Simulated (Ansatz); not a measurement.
Crystal: Ta2N.

```xyz
3
Lattice="3.1129 0.0000 0.0000 -1.5564 2.6958 0.0000 0.0000 0.0000 4.8698" Properties=species:S:1:pos:R:3 pbc="T T T"
Ta    0.0000    1.7972    1.2404
Ta    1.5564    0.8986    3.6294
N     0.0000    0.0000    0.0000
```

The cell comes from a database or a generator and needn't be the stable form of this composition.

Base run:

```yaml
Program: Ansatz 0.2.0
Functional: r2SCAN
Potentials_or_basis: Ansatz PAW
Cutoff: 500 eV
Density_cutoff: 2000 eV
k_mesh: 10 × 10 × 6
Occupations: fermi-dirac, width 0.05 eV
Spin: no spin polarisation
Hubbard_terms: Ta d U = 1 eV
```

Its results: band gap on the k mesh none (metal or under the smearing width); pressure -4.7 GPa; largest force 0.141 eV/Å.

Q: The run is repeated on the same cell with these changes: hubbard terms from Ta d U = 1 eV to none; hubbard projectors from ortho-atomic (the default) to none. What comes out?

A: Band gap on the k mesh none (metal or under the smearing width); pressure -5.3 GPa; largest force 0.102 eV/Å.

Caveats: the PAW data sets come from PBE, with cores solved anew for the run's functional, which leaves a small shift of forces and pressure; U without spin polarisation on a metal has little footing (some runs).

Not every run made on this cell is shown here.
